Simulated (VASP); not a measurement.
# TiSe2 (P-3m1) in VASP: further runs, part 2 of 2

VASP 6.6.1. Earlier steps stand in the parts before.

## 4. Single point, PBE

The COD entry that gives the cell may itself be a prediction, so a difference from it is no test against experiment.

INCAR reads:

```
ALGO     = Normal         # electronic algorithm
EDIFF    = 1E-6           # SCF threshold, eV
ENCUT    = 520            # plane-wave cutoff, eV
GGA      = PE             # functional
ISIF     = 2              # what is computed and relaxed
ISMEAR   = 0              # smearing method
LASPH    = True           # aspherical terms in the spheres
LCHARG   = False          # write CHGCAR
LREAL    = False          # projectors in reciprocal space
LWAVE    = False          # write WAVECAR
NELM     = 80             # most SCF steps
PREC     = Accurate       # precision mode
SIGMA    = 0.02           # smearing width, eV
```

KPOINTS reads:

```
k-points
0
Gamma
  3 3 3
```

POSCAR reads:

```
TiSe2
1.0
    3.5360000000      0.0000000000      0.0000000000
   -1.7680000000      3.0622658278      0.0000000000
    0.0000000000      0.0000000000      6.0040000000
Ti Se
1 2
Direct
    0.0000000000      0.0000000000      0.0000000000
    0.3333333333      0.6666666667      0.2552000000
    0.6666666667      0.3333333333      0.7448000000
```

Potentials or basis: VASP PAW PBE potentials, release 64 (Ti_sv, Se).

Started as:

```sh
cat potpaw_PBE.64/Ti_sv/POTCAR potpaw_PBE.64/Se/POTCAR > POTCAR
mpirun -np 1 vasp_std > vasp.out
```

OUTCAR:

```text
EDIFF = 1E-6
   ENCUT = 520
   GGA = PE
   ISIF = 2
   ISMEAR = 0
   LASPH = True
   LREAL = False
   NELM = 80
   PREC = Accurate

 ion  position               nearest neighbor table
   1  0.000  0.000  0.000-   2 2.55   3 2.55   3 2.55   2 2.55   3 2.55   2 2.55
   2  0.333  0.667  0.255-   1 2.55   1 2.55   1 2.55
   3  0.667  0.333  0.745-   1 2.55   1 2.55   1 2.55

  LATTYP: Found a hexagonal cell.
 ALAT       =     3.5360000000
 C/A-ratio  =     1.6979638009

  Lattice vectors:

 A1 = (   3.5360000000,   0.0000000000,   0.0000000000)
 A2 = (  -1.7680000000,   3.0622658278,   0.0000000000)
 A3 = (   0.0000000000,   0.0000000000,   6.0040000000)

Analysis of symmetry for initial positions (statically):
=====================================================================
 Subroutine PRICEL returns:
 Original cell was already a primitive cell.

 Routine SETGRP: Setting up the symmetry group for a
 hexagonal supercell.

 Subroutine GETGRP returns: Found 12 space group operations
 (whereof 12 operations were pure point group operations)
 out of a pool of 24 trial point group operations.

The static configuration has the point symmetry D_3d.

Analysis of symmetry for dynamics (positions and initial velocities):
=====================================================================
 Subroutine PRICEL returns:
 Original cell was already a primitive cell.

 Routine SETGRP: Setting up the symmetry group for a
 hexagonal supercell.

 Subroutine GETGRP returns: Found 12 space group operations
 (whereof 12 operations were pure point group operations)
 out of a pool of 24 trial point group operations.

The dynamic configuration has the point symmetry D_3d.

 Subroutine INISYM returns: Found 12 space group operations
 (whereof 12 operations are pure point group operations),
 and found     1 'primitive' translations

----------------------------------------------------------------------------------------

                                     Primitive cell

  volume of cell :      65.0123

  direct lattice vectors                    reciprocal lattice vectors
     3.536000000  0.000000000  0.000000000     0.282805430  0.163277791  0.000000000
    -1.768000000  3.062265828  0.000000000     0.000000000  0.326555582  0.000000000
     0.000000000  0.000000000  6.004000000     0.000000000  0.000000000  0.166555630

  length of vectors
     3.536000000  3.536000000  6.004000000     0.326555582  0.326555582  0.166555630

  position of ions in fractional coordinates (direct lattice)
     0.000000000  0.000000000  0.000000000
     0.333333333  0.666666667  0.255200000
     0.666666667  0.333333333  0.744800000

  ion indices of the primitive-cell ions
   primitive index   ion index
                 1           1
                 2           2
                 3           3

----------------------------------------------------------------------------------------

 KPOINTS: k-points

Automatic generation of k-mesh.
 Grid dimensions read from file:
 generate k-points for:    3    3    3

 Generating k-lattice:

  Cartesian coordinates                     Fractional coordinates (reciprocal lattice)
     0.094268477  0.054425930  0.000000000     0.333333333  0.000000000  0.000000000
     0.000000000  0.108851861  0.000000000     0.000000000  0.333333333  0.000000000
     0.000000000  0.000000000  0.055518543     0.000000000  0.000000000  0.333333333

  Length of vectors
     0.108851861  0.108851861  0.055518543

  Shift w.r.t. Gamma in fractional coordinates (k-lattice)
     0.000000000  0.000000000  0.000000000

 Subroutine IBZKPT returns following result:
 ===========================================

 Found      7 irreducible k-points:

 Following reciprocal coordinates:
            Coordinates               Weight
  0.000000  0.000000  0.000000      1.000000
  0.333333  0.000000  0.000000      6.000000
  0.333333  0.333333  0.000000      2.000000
  0.000000  0.000000  0.333333      2.000000
  0.333333  0.000000  0.333333      6.000000
  0.000000  0.333333  0.333333      6.000000
  0.333333  0.333333  0.333333      4.000000
   k-points           NKPTS =      7   k-points in BZ     NKDIM =      7   number of bands    NBANDS=     16
   number of dos      NEDOS =    301   number of ions     NIONS =      3
   total plane-waves  NPLWV =  37632
   dimension x,y,z NGX =    28 NGY =   28 NGZ =   48
   dimension x,y,z NGXF=    56 NGYF=   56 NGZF=   96
   ions per type =               1   2
   NGX,Y,Z   is equivalent  to a cutoff of  13.16, 13.16, 13.29 a.u.
   NGXF,Y,Z  is equivalent  to a cutoff of  26.33, 26.33, 26.58 a.u.
 SYSTEM =  unknown system
   PREC   = accura    normal or accurate (medium, high low for compatibility)
   ISTART =      0    job   : 0-new  1-cont  2-samecut
   ICHARG =      2    charge: 1-file 2-atom 10-const
   ISPIN  =      1    spin polarized calculation?
   LNONCOLLINEAR =      F non collinear calculations
   LSORBIT =      F    spin-orbit coupling
   LASPH  =      T    aspherical Exc in radial PAW
   ENCUT  =  520.0 eV  38.22 Ry    6.18 a.u.   6.57  6.57 11.16*2*pi/ulx,y,z
   NELM   =     80;   NELMIN=  2; NELMDL= -5     # of ELM steps
   EDIFF  = 0.1E-05   stopping-criterion for ELM
   LREAL  =      F    real-space projection
   EDIFFG = 0.1E-04   stopping-criterion for IOM
   NSW    =      0    number of steps for IOM
   IBRION =     -1    ionic relax: 0-MD 1-quasi-New 2-CG
   NFREE  =      0    steps in history (QN), initial steepest desc. (CG)
   ISIF   =      2    stress and relaxation
   ISYM   =      2    0-nonsym 1-usesym 2-fastsym
   POTIM  = 0.5000    time-step for ionic-motion
   TEBEG  =    0.0;   TEEND  =   0.0 temperature during run
   PSTRESS=    0.0 pullay stress
   NELECT =      24.0000    total number of electrons
   NUPDOWN=      -1.0000    fix difference up-down
   EMIN   =  10.00;   EMAX   =-10.00  energy-range for DOS
   EFERMI =   0.00;   METHOD = LEGACY
   ISMEAR =     0;   SIGMA  =   0.02  broadening in eV -4-tet -1-fermi 0-gaus
   EFERMI_NEDOS =   21; number of points for ismear=-14 and -15
   IALGO  =     38    algorithm
   IMIX   =      4    mixing-type and parameters
     AMIX     =   0.40;   BMIX     =  1.00
     AMIX_MAG =   1.60;   BMIX_MAG =  1.00
  volume/ion in A,a.u.               =      21.67       146.24
  Fermi-wavevector in a.u.,A,eV,Ry     =   1.174393  2.219280 18.765127  1.379198
  Thomas-Fermi vector in A             =   2.310790
   LORBIT       =      0    0 simple, 1 ext, 2 COOP (PROOUT), +10 PAW based schemes
   GGA     = PE    functional components
   LHFCALC =     F    Hartree Fock is set to
   AEXX    =    0.0000 exact exchange contribution
   IVDW    =     0    specifies the selected vdW correction
   LEPSILON=     F    determine dielectric tensor
   LRPA    =     F    only Hartree local field effects (RPA)
 non-spin polarized calculation
 Gauss-broadening in eV      SIGMA  =   0.02
  energy-cutoff  :      520.00
  volume of cell :       65.01
 maximum number of plane-waves:      1768
 NGX is ok and might be reduce to    28
   NGX = 13   NGY = 13   NGZ = 23

 number of electron      24.0000001 magnetization

 Free energy of the ion-electron system (eV)
  ---------------------------------------------------
  ext. energy  EPLUGINS =         0.00000000
  ---------------------------------------------------
  free energy    TOTEN  =       -17.86018309 eV

  energy without entropy =      -17.86013060  energy(sigma->0) =      -17.86015685

 E-fermi :   5.0199     XC(G=0):  -9.9972

 val. band max:        4.9861756661   @ k =   0.0000   0.0000   0.0000
 cond. band min:       5.0603178087   @ k =   0.0000   0.0000   0.3333
 fundamental gap:      0.0741421427
 Fermi energy:         5.0199056486

 k-point     1 :       0.0000    0.0000    0.0000
  band No.  band energies     occupation
      1     -52.5894      2.00000
      2     -28.8666      2.00000
      3     -28.7987      2.00000
      4     -28.7987      2.00000
      5      -9.1822      2.00000
      6      -7.7656      2.00000
[... 8 lines left out ...]
     15       5.5476      0.00000
     16       8.1872      0.00000
[... 96 lines left out ...]
 k-point     7 :       0.3333    0.3333    0.3333
  band No.  band energies     occupation
      1     -52.5809      2.00000
      2     -28.8606      2.00000
      3     -28.8606      2.00000
      4     -28.8447      2.00000
      5      -7.4284      2.00000
      6      -7.4284      2.00000
[... 8 lines left out ...]
     15       6.2846      0.00000
     16       8.0950      0.00000

------------------------ aborting loop because EDIFF is reached ----------------------------------------

  FORCE on cell =-STRESS in cart. coord.  units (eV):
  Direction    XX          YY          ZZ          XY          YZ          ZX
  --------------------------------------------------------------------------------------
  -------------------------------------------------------------------------------------
  Total        0.0503985      0.0503985      2.0127081      0.0000000      0.0000000      0.0000000
  in kB        1.2420303      1.2420303     49.6015841      0.0000000      0.0000000      0.0000000
  external PRESSURE =      17.3618816 kB  Pullay stress =       0.0000000 kB

 VOLUME and BASIS-vectors are now :
 -----------------------------------------------------------------------------
  energy-cutoff  :      520.00
  volume of cell :       65.01
      direct lattice vectors                 reciprocal lattice vectors
     3.536000000  0.000000000  0.000000000     0.282805430  0.163277791  0.000000000
    -1.768000000  3.062265828  0.000000000     0.000000000  0.326555582  0.000000000
     0.000000000  0.000000000  6.004000000     0.000000000  0.000000000  0.166555630

 POSITION                                       TOTAL-FORCE (eV/Angst)
 -----------------------------------------------------------------------------------
      0.00000      0.00000      0.00000        -0.000000      0.000000      0.000000
     -0.00000      2.04151      1.53222         0.000000     -0.000000      0.145804
      1.76800      1.02076      4.47178        -0.000000      0.000000     -0.145804
 -----------------------------------------------------------------------------------
    total drift:                                0.000000     -0.000000     -0.000000

  FREE ENERGIE OF THE ION-ELECTRON SYSTEM (eV)
  ---------------------------------------------------
  free  energy   TOTEN  =       -17.8601830940 eV

  energy  without entropy=      -17.8601305977  energy(sigma->0) =      -17.86015685
```

Wall time 6.5 s (1 thread of Intel Xeon 6975P-C (Granite Rapids), shared host); peak memory 0.18 GiB.

Results:

```yaml
Free_energy: -17.8602 eV
Pressure: 1.7 GPa
Largest_force: 0.146 eV/Å
Band_gap_on_the_k_mesh: none (metal or under the smearing width)
```

Forces on the atoms (eV/Å):
```
Ti   0.000  0.000  0.000
Se   0.000  0.000  0.146
Se   0.000  0.000 -0.146
```

Stress tensor (GPa, compression positive):
```
0.12 0.00 0.00
0.00 0.12 0.00
0.00 0.00 4.96
```

Caveat: the k mesh is coarse (spacing up to 0.68 Å⁻¹), so the values aren't converged; this functional lacks dispersion, which binds the layers, so the pressure and a relaxed spacing across them are unreliable.

## 5. Summary

| level | spin | k mesh | grid for exact exchange (PRECFOCK) | screening parameter | gap on the mesh (eV) | pressure (GPa) | largest force (eV/Å) |
| --- | --- | --- | --- | --- | --- | --- | --- |
| HSE06 | non-collinear, zero start, SOC | 4 × 4 × 2 | Fast | 0.2 1/A | - | -0.5 | 0.21 |
| HSE06 | off | 4 × 4 × 2 | Fast | 0.2 1/A | none | 0.0 | 0.25 |
| PBE | off | 3 × 3 × 3 | - | - | none | 1.7 | 0.15 |

Alike in all rows: task single point; potentials or basis VASP PAW PBE potentials, release 64 (Ti_sv, Se); cell as given; cutoff (eV) 520; smearing gaussian 0.02 eV; the mesh is coarse, so values aren't converged.

Caveats: all runs use coarse meshes; this functional lacks dispersion, which binds the layers, so the pressure and a relaxed spacing across them are unreliable; the PAW data sets were made with another functional, which shifts forces and pressure a little (some runs).

Total energies depend on the potentials used, so only differences within one code and one set of settings carry meaning.
